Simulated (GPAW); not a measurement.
# Ti3S4 and the effect of the functional

Space group P-3m1 (No. 164). a = 3.406 Å, b = 3.406 Å, c = 12.086 Å, α = 90.00°, β = 90.00°, γ = 120.00°
```json
{"atom": "Ti", "site": "1b", "symmetry": "-3m.", "x": "0.0000", "y": "0.0000", "z": "0.5000"}
{"atom": "Ti", "site": "2d", "symmetry": "3m.", "x": "0.6667", "y": "0.3333", "z": "0.7555"}
{"atom": "S", "site": "2d", "symmetry": "3m.", "x": "0.3333", "y": "0.6667", "z": "0.6237"}
{"atom": "S", "site": "2d", "symmetry": "3m.", "x": "0.6667", "y": "0.3333", "z": "0.1274"}
```

The cell comes from a database or a generator and needn't be the stable form of this composition.

Kept alike: task band structure; k mesh 6 × 6 × 2; occupations fermi-dirac, width 0.05 eV; no spin polarisation. Program: GPAW, potentials by row: the program's PAW data sets (release 1.2.1) made for this functional (LDA); PAW data sets generated for this functional (PBEsol); GPAW PAW data sets (gpaw-data 1.2.1) (r2SCAN on files made for PBE), cutoff 600 eV. The mesh is that of the run's cell of 7 atoms. No spin-orbit coupling.

| run | pressure (GPa) |
| --- | --- |
| A | -4.44 |
| B | -0.70 |
| C | -7.49 |

Pressure is positive in compression; the values hold the error of the finite cutoff, so their zero can differ a little from the energy's minimum. For a metal such a mesh leaves the last digits unconverged.

Task: The runs differ in the functional (and the potentials named above) alone: LDA; PBEsol; r2SCAN. Which run is which?

Result: Run A is PBEsol; run B is r2SCAN; run C is LDA. The pressure runs from -7.49 (LDA) to -0.70 GPa (r2SCAN).

All three pressures are negative, so each functional would shrink this cell, LDA most strongly and r2SCAN least. This is the usual order of equilibrium volumes: LDA overbinds, PBEsol's gradient correction removes part of that overbinding, and r2SCAN typically gives somewhat larger volumes still. The coordinates describe slabs of alternating sulfur and titanium planes, closed by sulfur on both sides and separated by a gap with no titanium in it. The contraction may therefore draw on two sources: the polar-covalent Ti–S bonds within the slab, and the weak contact between facing sulfur planes, where LDA's attraction imitates dispersion without containing its long-range physics. A single pressure can't divide the effect between them. For the same reason, the small value with r2SCAN doesn't establish that this cell is close to its r2SCAN equilibrium shape, since in-plane and out-of-plane stresses of opposite sign could largely cancel in the average.
